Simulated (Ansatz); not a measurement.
# CuO (Tenorite) (Cc) in Ansatz: a series of runs

The runs below take CuO (Tenorite) through single point, equation of state, with PBEsol.

All numbers are computed with Ansatz 0.2.0; they aren't measurements. Logs are shortened: lines on timing, memory, paths and dates and some standing lists are left out, and cuts for length are marked.

## Step 1: The structure

The structure is monoclinic, space group Cc (No. 9). Conventional cell: a = 4.689 Å, b = 3.427 Å, c = 5.132 Å, α = 90.00°, β = 99.65°, γ = 90.00°. Cu (site symmetry 1) is surrounded by 4 O at 1.91 to 2.02 Å. Around O (site symmetry 1) lie 4 Cu at 1.91 to 2.02 Å.

## Step 2: Single point, PBEsol, 9.55 Å³/atom (volume scaled by 0.94)

File input.yaml:

```yaml
crystal:
  lattice:
    - [2.2967865698, -1.6784228387, 0.0]
    - [2.2967865698, 1.6784228387, 0.0]
    - [-0.8429870921, 0.0, 4.9561536082]
  atoms:
    - { symbol: Cu, position: [0.4968, 0.0032, 0.5] }
    - { symbol: Cu, position: [0.0032, 0.4968, 0.0] }
    - { symbol: O, position: [0.4056, 0.5714, 0.7537] }
    - { symbol: O, position: [0.5714, 0.4056, 0.2537] }
kpoints:
  mp_grid: { grid: [10, 10, 5] }
scf:
  occupations: { method: fermi_dirac, width: 0.05 }
hamiltonian:
  xc: pbesol
  pseudopotentials: { kind: all_electron, lapw: { basis_error: 0.002 } }
output:
  forces: true
  stress: true
  eigenvalues: true
```

Potentials or basis: all-electron LAPW, scalar-relativistic.

On the command line:

```
$ ansatz run input.yaml --threads 2 --pin off --max-ram 6144MiB --backend cpu --events-out ev --progress --plain --runs-dir out
```

Log:

```text
Warning: RAYON_NUM_THREADS=2 ignored (pool sized by the plan → 2); use --threads N
LAPW: plane waves up to 10.814 Å⁻¹, error target 2.0e-3 eV per atom; small_component_spin mean_spin; O in spheres of 0.834 Å, 8 of its electrons in bands, Dirac shells []; Cu in spheres of 1.035 Å, 19 of its electrons in bands, Dirac shells [] (how accurate: hamiltonian.pseudopotentials.lapw.basis_error, Limitations)
Engine: ansatz 0.2.0, x86_64-unknown-linux-gnu
Pseudopotentials: kind: all_electron
Pseudopotential: Cu, LAPW, valence charge 19, lapw/all_electron/scalar/gaussian/Cu, Koelling and Harmon's equation, gaussian nucleus
Pseudopotential: O, LAPW, valence charge 8, lapw/all_electron/scalar/gaussian/O, Koelling and Harmon's equation, gaussian nucleus
Functional definition: PBEsol
  exchange = pbesol_x
  correlation = pbesol_c
Crystal: 4 atoms, lattice volume = 38.212 Å³
Basis set: ecut = 445.57978142331785 eV, 817 PW (Γ), exchange–correlation at level 2
Bands: 33, of which v1, the nominal top of the filled ones, is band 27 counted from 1 (26 counted from 0)
Symmetry: 2 space group operations
Space group: Cc (ITA 9), of the structure as read, at distance tolerance 3.4e-5 Å
k-points: 141 of 500 (time reversal used)
Non-local potential: Cu, projectors of the file, none
Non-local potential: O, projectors of the file, none
Initial density: superposition of atomic densities (chi_scale 0.1, normalization cell, long waves kept (reshape's long-wave potential 0.00 eV rms))
Initial wavefunctions: plane waves of lowest kinetic energy (no species holds an atomic orbital)
Functional: x = pbesol(κ = 0.804, μ = 0.12345679012345678), c = pbesol(β = 0.046)
iter 1 solved again at ethr=2.20e-2 eV; its pass at ethr=1.00e-1 eV (dr2=1.19e1 eV) is discarded
SCF iter   1: F=—  HF=-94082.414809 eV  |F-HF|=—  |Δ(HF+E_count)|=         —  Δρ=1.71e-1  dr2=1.19e1  ethr=2.20e-2  ⟨swp⟩=2.0  Hψ=30334  notcnv=0
preconditioner: auto → Kerker (q_TF=auto, 2.890 Å⁻¹)  [metal: Δε(μ)=0.007 eV  Ē_g=12.342 eV  σ=0.050 eV  W_gap=0.04  n_scr=20 (ndim 8)  ℏωp=35.0 eV  f_vac=0.000  D(μ)=3.64/eV (n_scr^D=42)]
SCF iter   2: F=—  HF=-94082.370757 eV  |F-HF|=—  |Δ(HF+E_count)|=   4.41e-2  Δρ=8.74e-2  dr2=2.32e0  ethr=2.20e-2  ⟨swp⟩=2.9  Hψ=14243  notcnv=0
SCF iter   3: F=—  HF=-94076.673654 eV  |F-HF|=—  |Δ(HF+E_count)|=    5.70e0  Δρ=3.68e-2  dr2=6.54e-1  ethr=4.30e-3  ⟨swp⟩=3.0  Hψ=15359  notcnv=0
SCF iter   4: F=—  HF=-94076.509883 eV  |F-HF|=—  |Δ(HF+E_count)|=         —  Δρ=1.59e-2  dr2=1.26e-1  ethr=1.21e-3  ⟨swp⟩=2.0  Hψ=14234  notcnv=0
the basis was enlarged: its passes take 429.0 KiB over the memory plan, 2 of 2 planned eigensolver slots
iter 5 solved again at ethr=1.05e-5 eV; its pass at ethr=2.34e-4 eV (dr2=5.67e-3 eV) is discarded
SCF iter   5: F=—  HF=-94076.486710 eV  |F-HF|=—  |Δ(HF+E_count)|=   2.32e-2  Δρ=4.40e-3  dr2=5.66e-3  ethr=1.05e-5  ⟨swp⟩=2.0  Hψ=23718  notcnv=0
SCF iter   6: F=—  HF=-94076.485226 eV  |F-HF|=—  |Δ(HF+E_count)|=   1.48e-3  Δρ=1.56e-3  dr2=5.48e-4  ethr=1.05e-5  ⟨swp⟩=2.0  Hψ=13479  notcnv=0
SCF iter   7: F=—  HF=-94076.485182 eV  |F-HF|=—  |Δ(HF+E_count)|=   4.48e-5  Δρ=5.03e-4  dr2=1.18e-4  ethr=1.01e-6  ⟨swp⟩=2.0  Hψ=13479  notcnv=0
SCF iter   8: F=—  HF=-94076.485172 eV  |F-HF|=—  |Δ(HF+E_count)|=   9.28e-6  Δρ=1.55e-4  dr2=1.02e-5  ethr=2.18e-7  ⟨swp⟩=2.0  Hψ=13479  notcnv=0
SCF iter   9: F=—  HF=-94076.485172 eV  |F-HF|=—  |Δ(HF+E_count)|=   5.06e-7  Δρ=6.12e-5  dr2=1.59e-6  ethr=1.89e-8  ⟨swp⟩=2.0  Hψ=13481  notcnv=0
SCF iter  10: F=-94076.485171 eV  HF=-94076.485171 eV  |F-HF|=7.44e-8  |Δ(HF+E_count)|=   4.14e-7  Δρ=1.19e-5  dr2=5.45e-8  ethr=2.94e-9  ⟨swp⟩=2.0  Hψ=13479  notcnv=0
SCF 1 converged in 10 iterations: F = -94076.485171 eV  dr2 = 5.45e-8
SCF converged after 10 iterations
Free energy (F): -94076.485171 eV
Harris-Foulkes:  -94076.485171 eV  (|F-HF|=7.44e-8)
Internal energy: -94076.466958 eV  (E = F + TS)
E sigma→0 (E₀):  -94076.476065 eV
Entropy (-TS):   -0.018213 eV (-4.553 meV/atom)
Fermi energy:    13.251812 eV
--- Per-component energies (eV) ---
  E_band       = -2782.320944
  E_kinetic    = 95611.663050
  E_xc         = -4057.301677
  E_electrostatic = -185630.828331  (all electrons and nuclei)
  E_smearing   = -0.018213  (= −TS)
  E_closure    = 0.000000  (closes the sum)
  E_atoms      = -94055.158867  (free atoms, spherical and without spin; not in F)
  Σ components = -94076.485171   (vs F -94076.485171, Δ=0.00e0)
  Basis errors (estimates in eV, not in F): energy 8.8e-4 per atom: plane waves 7.9e-4 (4.7e-4 summed), levels above the bands 1.1e-110, relativity 1.6e-7, radial functions 8.4e-5, core shells 2.1e-8; eigenvalues (radial functions only) 1.4e-5; not estimated: angular momenta, meshes, grids; target (lapw.basis_error) 2.0e-3; muffin-tin radii O 0.834 Å, Cu 1.035 Å
--- Forces (eV/Å), atoms counted from 1 ---
  atom   1  Cu    -0.75070386    -0.43351551     0.29719594
  atom   2  Cu    -0.75070386     0.43351551     0.29719594
  atom   3  O      0.75070666    -0.20285964    -0.29719015
  atom   4  O      0.75070666     0.20285964    -0.29719015
  max |Σ_I F_I| component: 1.16e-5 eV/Å
--- Stress (GPa, compression-positive) ---
        9.729938      -0.000000      -2.958345
       -0.000000       9.080464      -0.000000
       -2.958345      -0.000000      10.113241
  P = ⅓ Tr σ = 9.6412 GPa (96.412 kbar)
--- Band table (eV; the first three rows and the last of 141) ---
  k-point 0: bands = ["-491.8401", "-491.8401", "-99.2253", "-99.2243", "-56.9029", "-56.9026", "-56.8758", "-56.8634", "-56.4936", "-56.4929", "-7.2562", "-5.7222", "4.3593", "7.1748", "7.5572", "9.5132", "9.6116", "9.6789", "9.8759", "10.2142", "10.2906", "10.4834", "10.7100", "10.8448", "10.9302", "11.4867", "13.4752", "14.2331", "15.0915", "19.1680", "21.6703", "26.6739", "29.0622"]
  k-point 1: bands = ["-491.8401", "-491.8401", "-99.2252", "-99.2244", "-56.9028", "-56.9026", "-56.8747", "-56.8646", "-56.4935", "-56.4930", "-7.1349", "-5.9027", "4.7732", "7.2671", "7.5826", "8.8454", "9.2522", "9.3430", "9.9787", "10.1474", "10.4991", "10.5572", "10.7786", "10.9837", "11.2429", "11.3709", "13.4290", "14.0702", "15.6269", "18.7180", "22.4188", "26.6987", "28.5307"]
  k-point 2: bands = ["-491.8401", "-491.8401", "-99.2249", "-99.2246", "-56.9027", "-56.9026", "-56.8716", "-56.8677", "-56.4934", "-56.4931", "-6.7976", "-6.3322", "5.8726", "7.2625", "7.5061", "7.7899", "8.8109", "8.8531", "10.1564", "10.2492", "10.6031", "10.6555", "10.7434", "10.9724", "11.5033", "11.6362", "13.3871", "13.6774", "16.7291", "17.8210", "24.0686", "25.9656", "27.5734"]
  k-point 140: bands = ["-491.8401", "-491.8401", "-99.2229", "-99.2228", "-56.9214", "-56.9198", "-56.8693", "-56.8669", "-56.5048", "-56.5036", "-5.6445", "-5.5324", "5.7665", "6.3089", "7.0200", "7.1226", "7.5822", "7.9875", "10.1118", "10.4433", "10.8232", "10.8489", "11.3510", "11.3724", "11.8030", "11.9159", "12.5421", "13.2260", "17.6630", "18.9020", "22.0732", "22.8649", "26.1494"]
```

Run time: 1.7 min. Hardware: 2 threads of AMD EPYC 7R43 (Zen 3), shared host; peak memory 0.73 GiB.

Results:

| Property | Result |
| --- | --- |
| Free energy | -94076.4852 eV |
| Pressure | 9.6 GPa |
| Largest force | 0.916 eV/Å |
| Band gap on the k mesh | none (metal or under the smearing width) |

Caveat: the run has no spin polarisation, though such a crystal can be magnetic; semilocal functionals often make such compounds metallic where correlation or magnetic order opens a gap, which also shifts bond lengths.

## Step 3: Single point, PBEsol, 9.76 Å³/atom (volume scaled by 0.96)

Edit input.yaml of step 2 so:

```diff
@@ -2,5 +2,5 @@
   lattice:
-    - [2.2967865698, -1.6784228387, 0.0]
-    - [2.2967865698, 1.6784228387, 0.0]
-    - [-0.8429870921, 0.0, 4.9561536082]
+    - [2.312961656, -1.6902431073, 0.0]
+    - [2.312961656, 1.6902431073, 0.0]
+    - [-0.8489238166, 0.0, 4.9910572484]
   atoms:
```

Potentials or basis: all-electron LAPW, scalar-relativistic.

On the command line:

```
$ ansatz run input.yaml --threads 2 --pin off --max-ram 6144MiB --backend cpu --events-out ev --progress --plain --runs-dir out
```

Wall time 1.7 min (2 threads of AMD EPYC 7R43 (Zen 3), shared host); peak memory 0.74 GiB.

It converged, with:

| Item | Value |
| --- | --- |
| Free energy | -94076.5222 eV |
| Pressure | 5.0 GPa |
| Largest force | 0.845 eV/Å |
| Band gap on the k mesh | none (metal or under the smearing width) |

Caveat: the run has no spin polarisation, though such a crystal can be magnetic; semilocal functionals often make such compounds metallic where correlation or magnetic order opens a gap, which also shifts bond lengths.

## Step 4: Single point, PBEsol, 9.96 Å³/atom (volume scaled by 0.98)

Edit input.yaml of step 3 so:

```diff
@@ -2,5 +2,5 @@
   lattice:
-    - [2.312961656, -1.6902431073, 0.0]
-    - [2.312961656, 1.6902431073, 0.0]
-    - [-0.8489238166, 0.0, 4.9910572484]
+    - [2.3289136198, -1.7019003246, 0.0]
+    - [2.3289136198, 1.7019003246, 0.0]
+    - [-0.8547786486, 0.0, 5.0254794206]
   atoms:
```

On the command line:

```
$ ansatz run input.yaml --threads 2 --pin off --max-ram 6144MiB --backend cpu --events-out ev --progress --plain --runs-dir out
```

Run time: 1.8 min. Hardware: 2 threads of AMD EPYC 7R43 (Zen 3), shared host; peak memory 0.73 GiB.

The run converged. Its results:

```
Free energy            : -94076.5371 eV
Pressure               : 0.9 GPa
Largest force          : 0.779 eV/Å
Band gap on the k mesh : none (metal or under the smearing width)
```

Caveat: the run has no spin polarisation, though such a crystal can be magnetic; semilocal functionals often make such compounds metallic where correlation or magnetic order opens a gap, which also shifts bond lengths.

## Step 5: Single point, PBEsol, 10.16 Å³/atom

Edit input.yaml of step 4 so:

```diff
@@ -2,5 +2,5 @@
   lattice:
-    - [2.3289136198, -1.7019003246, 0.0]
-    - [2.3289136198, 1.7019003246, 0.0]
-    - [-0.8547786486, 0.0, 5.0254794206]
+    - [2.34465, -1.7134, 0.0]
+    - [2.34465, 1.7134, 0.0]
+    - [-0.8605543552, 0.0, 5.0594363927]
   atoms:
```

On the command line:

```
$ ansatz run input.yaml --threads 2 --pin off --max-ram 6144MiB --backend cpu --events-out ev --progress --plain --runs-dir out
```

It took 1.8 min on 2 threads of AMD EPYC 7R43 (Zen 3), shared host; peak memory 0.73 GiB.

The run converged. Its results:

```yaml
Free_energy: -94076.5323 eV
Pressure: -2.7 GPa
Largest_force: 0.757 eV/Å
Band_gap_on_the_k_mesh: none (metal or under the smearing width)
```

Caveat: the run has no spin polarisation, though such a crystal can be magnetic; semilocal functionals often make such compounds metallic where correlation or magnetic order opens a gap, which also shifts bond lengths.

## Step 6: Single point, PBEsol, 10.37 Å³/atom (volume scaled by 1.02)

Edit input.yaml of step 5 so:

```diff
@@ -2,5 +2,5 @@
   lattice:
-    - [2.34465, -1.7134, 0.0]
-    - [2.34465, 1.7134, 0.0]
-    - [-0.8605543552, 0.0, 5.0594363927]
+    - [2.360177936, -1.7247473506, 0.0]
+    - [2.360177936, 1.7247473506, 0.0]
+    - [-0.8662535568, 0.0, 5.0929435705]
   atoms:
```

Potentials or basis: all-electron LAPW, scalar-relativistic.

On the command line:

```
$ ansatz run input.yaml --threads 2 --pin off --max-ram 6144MiB --backend cpu --events-out ev --progress --plain --runs-dir out
```

It took 1.8 min on 2 threads of AMD EPYC 7R43 (Zen 3), shared host; peak memory 0.71 GiB.

Results (log left out):

| Item | Value |
| --- | --- |
| Free energy | -94076.5100 eV |
| Pressure | -6.0 GPa |
| Largest force | 0.749 eV/Å |
| Band gap on the k mesh | none (metal or under the smearing width) |

Caveat: the run has no spin polarisation, though such a crystal can be magnetic; semilocal functionals often make such compounds metallic where correlation or magnetic order opens a gap, which also shifts bond lengths.

## Step 7: Single point, PBEsol, 10.57 Å³/atom (volume scaled by 1.04)

Edit input.yaml of step 6 so:

```diff
@@ -2,5 +2,5 @@
   lattice:
-    - [2.360177936, -1.7247473506, 0.0]
-    - [2.360177936, 1.7247473506, 0.0]
-    - [-0.8662535568, 0.0, 5.0929435705]
+    - [2.3755041962, -1.7359473225, 0.0]
+    - [2.3755041962, 1.7359473225, 0.0]
+    - [-0.8718787375, 0.0, 5.1260155593]
   atoms:
```

On the command line:

```
$ ansatz run input.yaml --threads 2 --pin off --max-ram 6144MiB --backend cpu --events-out ev --progress --plain --runs-dir out
```

It took 1.8 min on 2 threads of AMD EPYC 7R43 (Zen 3), shared host; peak memory 0.73 GiB.

The run converged. Its results:

```yaml
Free_energy: -94076.4721 eV
Pressure: -8.9 GPa
Largest_force: 0.747 eV/Å
Band_gap_on_the_k_mesh: none (metal or under the smearing width)
```

Caveat: the run has no spin polarisation, though such a crystal can be magnetic; semilocal functionals often make such compounds metallic where correlation or magnetic order opens a gap, which also shifts bond lengths.

## Step 8: Single point, PBEsol, 10.77 Å³/atom (volume scaled by 1.06)

Edit input.yaml of step 7 so:

```diff
@@ -2,5 +2,5 @@
   lattice:
-    - [2.3755041962, -1.7359473225, 0.0]
-    - [2.3755041962, 1.7359473225, 0.0]
-    - [-0.8718787375, 0.0, 5.1260155593]
+    - [2.3906352041, -1.7470046099, 0.0]
+    - [2.3906352041, 1.7470046099, 0.0]
+    - [-0.877432255, 0.0, 5.1586662202]
   atoms:
```

On the command line:

```
$ ansatz run input.yaml --threads 2 --pin off --max-ram 6144MiB --backend cpu --events-out ev --progress --plain --runs-dir out
```

Run time: 2 min. Hardware: 2 threads of AMD EPYC 7R43 (Zen 3), shared host; peak memory 0.75 GiB.

Results (log left out):

| Property | Result |
| --- | --- |
| Free energy | -94076.4202 eV |
| Pressure | -11.5 GPa |
| Largest force | 0.750 eV/Å |
| Band gap on the k mesh | none (metal or under the smearing width) |

Caveat: the run has no spin polarisation, though such a crystal can be magnetic; semilocal functionals often make such compounds metallic where correlation or magnetic order opens a gap, which also shifts bond lengths.

## Step 9: Equation of state, PBEsol

Potentials or basis: all-electron LAPW, scalar-relativistic.

This step only gathers the single runs of the series.

Results:

```
Equilibrium volume                        : 10.01 Å³/atom
Bulk modulus at fixed shape and positions : 185 GPa
Pressure derivative of the bulk modulus   : 4.7
```

Energy against volume, from the lowest point:
```
volume (Å³/atom)  energy (meV/atom)
           9.553              12.97
           9.756               3.73
           9.959               0.00
          10.163               1.19
          10.366               6.77
          10.569              16.25
          10.772              29.21
```

Caveat: the cell was scaled at fixed shape and fractional positions, which overstates the stiffness of a crystal with free parameters, most of all of layers and chains; the run has no spin polarisation, though such a crystal can be magnetic.
